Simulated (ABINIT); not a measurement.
Crystal: PbF2 (Fluorocronite).

```xyz
3
Lattice="0.0000 2.9637 2.9637 2.9637 0.0000 2.9637 2.9637 2.9637 0.0000" Properties=species:S:1:pos:R:3 pbc="T T T"
Pb    0.0000    0.0000    0.0000
F     4.4455    4.4455    4.4455
F     1.4818    1.4818    1.4818
```

```yaml
Program: ABINIT 10.8.3 (patched build)
Task: single point
Functional: PBE
Potentials_or_basis: JTH PAW PBE v2.0
Cutoff: 626 eV
k_mesh: 8 × 8 × 8
Occupations: fermi-dirac, width 0.05 eV
Spin: no spin polarisation
```

On this cell: pressure 2.5 GPa; largest force zero by symmetry; band gap on the k mesh 4.42 eV, indirect (least direct gap 4.56 eV).

The same run follows on a disturbed copy (atoms moved at random, drawn with an rms of 0.05 Å):

```
CELL_PARAMETERS angstrom
0.00000 2.96366 2.96366
2.96366 0.00000 2.96366
2.96366 2.96366 0.00000
ATOMIC_POSITIONS crystal
Pb 0.98240 0.99974 0.00207
F 0.75164 0.74372 0.76022
F 0.26519 0.24966 0.24220
```

What changes?

The energy moves by +4.9 meV/atom; pressure 2.8 GPa; largest force 0.230 eV/Å; band gap on the k mesh 4.38 eV, indirect (least direct gap 4.56 eV).

Forces in eV/Å, atoms in the order of the input:
```
Pb  -0.034  0.139  0.124
F   -0.081 -0.088  0.068
F    0.115 -0.051 -0.192
```

Stress tensor (GPa, compression positive):
```
 2.80 -0.55  0.07
-0.55  2.82  0.47
 0.07  0.47  2.84
```

Caveats: spin-orbit coupling is left out, which as a rule narrows the gap of such compounds by several tenths of an eV.

A k mesh can miss the band edges.
